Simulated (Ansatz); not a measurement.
BaSnO3:
```
CELL_PARAMETERS angstrom
      4.17601     0.00000     0.00000
      0.00000     4.17601     0.00000
      0.00000     0.00000     4.17601
ATOMIC_POSITIONS crystal
  Sn 0.00000 0.00000 0.00000
  Ba 0.50000 0.50000 0.50000
  O  0.50000 0.00000 0.00000
  O  0.00000 0.50000 0.00000
  O  0.00000 0.00000 0.50000
```

The program Ansatz at the PBE level (PAW) gives a gap of 0.48 eV without spin–orbit coupling, maximum at R, minimum at Γ.

Task: What happens when spin–orbit coupling is switched on?

Result: The gap is nearly the same, to 0.48 eV; maximum at R, minimum at Γ.

Task: Give the electron effective mass with spin–orbit coupling.

Result: 0.13 mₑ (isotropic).

Task: Give the Z2 indices of the occupied bands with spin–orbit coupling.

Result: 0;(000).

Space group Pm-3m (cubic perovskite). The PBE relaxation kept the symmetry of its start. At this level the phase is dynamically unstable (imaginary phonons).

Potentials: the later of the program's two PAW sets.
